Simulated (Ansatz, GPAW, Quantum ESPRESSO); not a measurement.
# Simulated XPS, UPS and emission spectra of NaH, part 2 of 2

Aim: the valence spectrum of NaH from He I to hard X-rays, and which orbitals make each feature.

Ansatz 0.2.0, Quantum ESPRESSO 7.5 and GPAW 26.7.0; DFT, LDA, plane-wave PAW, default files, scalar-relativistic (the session's first sound run).

So far. Step 4 (The same cell in Quantum ESPRESSO): At this level the gap is 3.37 eV on the k-mesh of the self-consistent run, which can miss the band edges. Step 7 (Quantum ESPRESSO: bands): On this path the gap is indirect, 3.36 eV, with the valence top at W and the conduction bottom at L. The least direct gap is 4.26 eV.

## (8) GPAW, plane waves

This step: DFT, LDA, PAW datasets of GPAW, plane waves, scalar-relativistic (GPAW 26.7.0).

GPAW, with its own PAW datasets and plane waves, is a further check on the main run's cell.

File run.py:

```python
import json
import numpy as np
from ase import Atoms
from ase.parallel import paropen
from gpaw import GPAW, PW, FermiDirac, Mixer, MixerDif, setup_paths

atoms = Atoms(['Na', 'H'],
              cell=[[0.0, 2.44, 2.44], [2.44, 0.0, 2.44], [2.44, 2.44, 0.0]],
              scaled_positions=[[0.0, 0.0, 0.0], [0.5, 0.5, 0.5]],
              pbc=(True, True, True))
params = dict(mode=PW(500),
              xc='LDA',
              kpts={'size': (14, 14, 14), 'gamma': True},
              occupations=FermiDirac(0.05),
              nbands=-8,
              maxiter=200,
              txt='gs.txt')
atoms.calc = calc = GPAW(**params)
atoms.get_potential_energy()
ef = calc.get_fermi_level()
nk, ns = len(calc.get_ibz_k_points()), calc.get_number_of_spins()
out = dict(free=atoms.get_potential_energy(force_consistent=True), ef=ef, nel=calc.get_number_of_electrons(), cell=atoms.cell[:], frac=atoms.get_scaled_positions(wrap=False),
           eig=[[calc.get_eigenvalues(k, s) for k in range(nk)] for s in range(ns)], forces=atoms.get_forces(apply_constraint=False))
dense = calc.fixed_density(kpts={'size': (20, 20, 20), 'gamma': True}, txt='dos.txt')
out['eig_dense'] = [[dense.get_eigenvalues(k, s) for k in range(len(dense.get_ibz_k_points()))] for s in range(ns)]
dos = dense.dos(shift_fermi_level=False)
e = ef + np.arange(-30, 12, 0.05)
out['e'], out['dos'] = e - ef, dos.raw_dos(e, width=0.1)
kpts = [[0.0, 0.0, 0.0], [0.033333, 0.0, 0.033333], [0.066667, 0.0, 0.066667], [0.1, 0.0, 0.1], ..., [0.5, 0.0, 0.5]]  # list cut here
bands = calc.fixed_density(kpts=kpts, symmetry='off', txt='bands.txt', convergence={'bands': -2})
out['band_e'] = [[bands.get_eigenvalues(k, s) for k in range(len(kpts))] for s in range(ns)]
with paropen('out.json', 'w') as f:
    json.dump(out, f, default=lambda a: a.tolist())
```

On the command line:

```bash
$ OMP_NUM_THREADS=1 mpirun -n 4 gpaw python run.py > run.log
```

It took 15 s on 4 MPI ranks of Intel Xeon Platinum 8488C (Sapphire Rapids), shared host.

Numbers from this step:

- free energy: -5.388 eV
- Fermi energy: -0.1397 eV
- gap on the path: 3.365 eV
- least direct gap on the path: 4.262 eV
- valence top on path: 0 eV
- gap from the DOS mesh: 3.365 eV

Electronic bands along the path, in eV, zero at the valence-band maximum; v1 is the highest filled band, c1 the lowest empty one:

```csv
point,v1,c1,c2
Γ,-3.70,10.13,14.99
0.53 of the way,-2.19,6.91,10.92
X,-0.19,4.25,9.57
0.47 of the way,-0.14,4.39,7.79
U,-0.12,4.93,5.91
jump to K,-0.12,4.93,5.91
0.53 of the way,-2.38,6.93,8.95
Γ,-3.70,10.13,14.99
0.47 of the way,-2.80,7.22,11.21
L,-0.90,3.37,10.39
0.47 of the way,-0.56,4.04,7.64
W,0.00,5.62,5.62
0.47 of the way,-0.09,4.63,7.22
X,-0.19,4.25,9.57
```

The DOS has structure finer than the step of the table below, so its rows give means over 1 eV, whole bins alone (the curve runs from -23.6 to 7.9 eV). Peaks (eV: height): -22.3: 31.4.

DOS against E, zero at the valence-band maximum; means over each step:

```csv
E (eV),DOS (states/eV/cell)
-23,0.0257
-22,5.97
-21,0
-20,0
-19,0
-18,0
-17,0
-16,0
-15,0
-14,0
-13,0
-12,0
-11,0
-10,0
-9,0
-8,0
-7,0
-6,0
-5,0
-4,0.0151
-3,0.205
-2,0.393
-1,0.826
0,0.562
1,0
2,0
3,0.0147
4,0.383
5,1.00
6,0.573
7,0.638
```

## (9) GPAW with atomic orbitals

This step: DFT, LDA, PAW datasets of GPAW, numerical atomic orbitals (LCAO), scalar-relativistic (GPAW 26.7.0).

An atomic-orbital basis pays off in large cells; this run shows what it costs in accuracy.

run.py: that of step 8 with these lines changed.

```diff
@@ -10,3 +10,3 @@
               pbc=(True, True, True))
-params = dict(mode=PW(500),
+params = dict(mode='lcao',
               xc='LDA',
@@ -16,3 +16,5 @@
               maxiter=200,
-              txt='gs.txt')
+              txt='gs.txt',
+              basis='dzp',
+              h=0.2)
 atoms.calc = calc = GPAW(**params)
@@ -29,3 +31,3 @@
 kpts = [[0.0, 0.0, 0.0], [0.033333, 0.0, 0.033333], [0.066667, 0.0, 0.066667], [0.1, 0.0, 0.1], ..., [0.5, 0.0, 0.5]]  # list cut here
-bands = calc.fixed_density(kpts=kpts, symmetry='off', txt='bands.txt', convergence={'bands': -2})
+bands = calc.fixed_density(kpts=kpts, symmetry='off', txt='bands.txt')
 out['band_e'] = [[bands.get_eigenvalues(k, s) for k in range(len(kpts))] for s in range(ns)]
```

Run time: 5.1 min. Hardware: 4 MPI ranks; 20 min of CPU time.

Numbers from this step:

```
free energy                  : -5.287 eV
Fermi energy                 : -0.1583 eV
gap on the path              : 3.451 eV
least direct gap on the path : 4.338 eV
gap from the DOS mesh        : 3.455 eV
```

Electronic bands along the path, in eV, zero at the valence-band maximum; v1 is the highest filled band, c1 the lowest empty one:

```csv
point,v1,c1,c2
Γ,-3.72,10.58,16.06
0.53 of the way,-2.21,7.16,11.32
X,-0.17,4.21,10.15
0.47 of the way,-0.14,4.37,7.98
U,-0.12,4.92,6.01
jump to K,-0.12,4.92,6.01
0.53 of the way,-2.40,7.15,9.05
Γ,-3.72,10.58,16.06
0.47 of the way,-2.82,7.44,12.24
L,-0.91,3.50,10.81
0.47 of the way,-0.56,4.06,7.69
W,0.00,5.62,5.62
0.47 of the way,-0.08,4.62,7.26
X,-0.17,4.21,10.15
```

The DOS has structure finer than the step of the table below, so its rows give means over 1 eV, whole bins alone (the curve runs from -23.6 to 7.91 eV). Peaks (eV: height): -22.3: 30.1.

Table of DOS by E, zero at the valence-band maximum; means over each step:

```csv
E (eV),DOS (states/eV/cell)
-23,0.0149
-22,5.99
-21,0
-20,0
-19,0
-18,0
-17,0
-16,0
-15,0
-14,0
-13,0
-12,0
-11,0
-10,0
-9,0
-8,0
-7,0
-6,0
-5,0
-4,0.0171
-3,0.206
-2,0.393
-1,0.817
0,0.567
1,0
2,0
3,0.0123
4,0.377
5,0.988
6,0.550
7,0.592
```

## (10) Other settings: scf.mixing.algorithm = "broyden" and scf.mixing.beta = 0.7

This step: DFT, LDA, plane-wave PAW, default files, scalar-relativistic; changed: scf.mixing.algorithm = "broyden", scf.mixing.beta = 0.7 (Ansatz 0.2.0).

Some settings are changed to see whether the read-outs move.

File input.yaml:

```yaml
crystal:
  lattice:
    - [0.0, 2.44, 2.44]
    - [2.44, 0.0, 2.44]
    - [2.44, 2.44, 0.0]
  atoms:
    - { symbol: Na, position: [0.0, 0.0, 0.0] }
    - { symbol: H, position: [0.5, 0.5, 0.5] }
kpoints:
  mp_grid: { grid: [14, 14, 14] }
scf:
  occupations: { method: fermi_dirac, width: 0.05 }
  n_extra_bands: 8
  mixing: { algorithm: broyden, beta: 0.7 }
hamiltonian:
  xc: lda
  pseudopotentials: { kind: paw }
output:
  forces: true
  stress: true
  dos:
    projected: true
    de: 0.05
    e_range: [-30, 12]
    nscf_kmesh: { grid: [24, 24, 24] }
```

On the command line:

```bash
$ ansatz run input.yaml --threads 4 --pin off --max-ram 12288MiB --backend cpu --events-out ev --progress --plain --runs-dir out
```

Wall time 1.2 s (4 threads); peak memory 0.36 GiB; 3.9 s of CPU time.

Numbers from this step:

```
free energy                                    : -1482.6576 eV
Fermi energy                                   : 2.300 eV
pressure                                       : -2.612 GPa
gap on the k-mesh                              : 3.374 eV
share of occupied states in no projected shell : 0.0036 of the occupied states in the window
```

Simulated valence spectra by photon energy, shown to 13 eV, since a deeper line would dwarf them at some energies; the 100 % can be that line's tail at the edge; this run's widths, added to any smearing of the DOS itself: Gaussian 0.15 eV, Lorentzian 0.05 eV plus 0.08 an eV of depth. Intensity against binding energy, zero at the valence-band maximum; values in % of the maximum within 13 eV:

```csv
binding energy (eV),21.2 eV,40.8 eV,1486.7 eV,8047.8 eV
-1,0.756,0.949,6.66,1.97
0,40.3,40.3,23.3,12.8
1,55.5,56.6,95.1,90.0
2,19.0,20.5,95.9,96.9
3,7.51,8.71,67.7,66.7
4,0.826,1.21,14.8,7.74
5,0.263,0.613,11.3,2.96
6,0.143,0.524,11.9,2.37
7,0.0921,0.519,13.1,2.30
8,0.0647,0.550,14.8,2.44
9,0.0481,0.607,17.0,2.69
10,0.0372,0.690,19.8,3.06
11,0.0297,0.802,23.4,3.57
12,-,0.952,28.1,4.24
```

Maxima picked by a test of local sharpness, so broad peaks and shoulders can be missing; peaks within 0.45 eV of a curve's cut are left out. Valence peaks, by row:

```csv
photon energy (eV),binding energy (eV),height (% of the maximum within 13 eV),main shell,its share (%)
21.2,0.2058,100,H 1s,99.77
40.8,22.26,116.8,Na 2p,99.84
40.8,0.2058,100,H 1s,98.97
1487,22.26,3532,Na 2p,99.98
1487,1.456,100,Na 3s,86.07
8048,22.26,523,Na 2p,99.82
8048,1.606,100,Na 3s,96.91
```

Spectra as before, but with a recipe of its own (widths, and in some runs the light), which changes peak heights and what is resolved: Gaussian 0.15 eV, Lorentzian 0.05 eV plus 0.08 times the binding energy, linear light, analyser at 0°, Fermi edge at 20 K; some photon energies differ too.

The two runs compared:

```csv
quantity,this run,base run,difference
gap on the k-mesh (eV),3.3743,3.3743,1.5e-5
```

The gap on the k-mesh moves by 0.00 eV at most against the base run, and the converged energy is the same to the last digits.

## (11) Cross-check between programs

Same cell, functional and SCF mesh; potentials, basis and cutoffs are each program's own. Levels count from each run's own zero. The LCAO run uses a double-zeta polarised basis, which isn't converged: its levels can miss those of plane waves by tenths of an eV or more, filled ones included.

```csv
quantity,Ansatz,QE,GPAW,GPAW LCAO
gap on the path (eV),3.36,3.36,3.37,3.45
```

## (12) What came out

```json
{"least gap on the mesh and the path": "3.36 eV", "strongest listed peak within 13 eV of the zero, at 1486.7 eV": "1.6 eV binding, mostly Na 3s", "strongest listed peak within 13 eV of the zero, at 21.2 eV": "0.3 eV binding, mostly H 1s", "LDA (2.7 s on 4 threads)": "gap 3.36 eV, highest Al Kα peak within 13 eV at 1.6 eV (Na 3s)", "PBEsol (1.4 s on 4 threads)": "gap 3.52 eV, highest Al Kα peak within 13 eV at 1.5 eV (Na 3s)", "qe": "gap 3.36 eV, highest Al Kα peak within 13 eV at 1.6 eV (Na 3s)", "other settings (1.2 s on 4 threads)": "gap 3.37 eV, highest Al Kα peak within 13 eV at 1.5 eV (Na 3s)"}
```

**Reading.** NaH is an insulator or semiconductor at the base level (gap 3.36 eV), and its valence spectrum changes with photon energy as the shells' cross sections do. At 21.2 eV the valence spectrum has its highest listed peak within 10.8 eV at 0.3 eV (H 1s). At 1486.7 eV the valence spectrum has its highest listed peak within 13 eV at 1.6 eV (Na 3s), and the deeper Na 2p line at 22.3 eV is higher still (without the spin–orbit splitting that a measurement shows). The shell named is the one with most of the intensity, cross sections included, not always the one with most states there. With PBEsol, the gap on the path moves from 3.36 to 3.52 eV. The plane-wave programs agree on the gap on the path to 0.01 eV. At 21.2 eV the area is led by H 1s (98 %), at 8047.8 eV by Na 2p (94 %), a shell that the model's window at 21.2 eV leaves out. These are Kohn–Sham levels; self-energy shifts and satellites are missing. Each run has its own recipe for the spectra (widths, photon energies, in some runs the light), so peak heights and places can differ between runs for that reason too. Semilocal Kohn–Sham gaps are too small as a rule.

[Logs are printed without paths, hosts, clocks, repeated set-up lines and the standing remarks that a program may print on its own settings, such as how far it seeks lower states.]

[Hosts, paths, dates, database ids (printed as entryN), source tags and the programs' standing remarks are cut or masked in the printed files.]

[Maps of the electrostatic potential energy from Ansatz leave out the sawtooth potential of an applied field or a dipole correction, so their vacuum need not be flat; work functions include it.]

[Peak lists hold at most the 14 tallest peaks of each spectrum; further lines can be left out.]
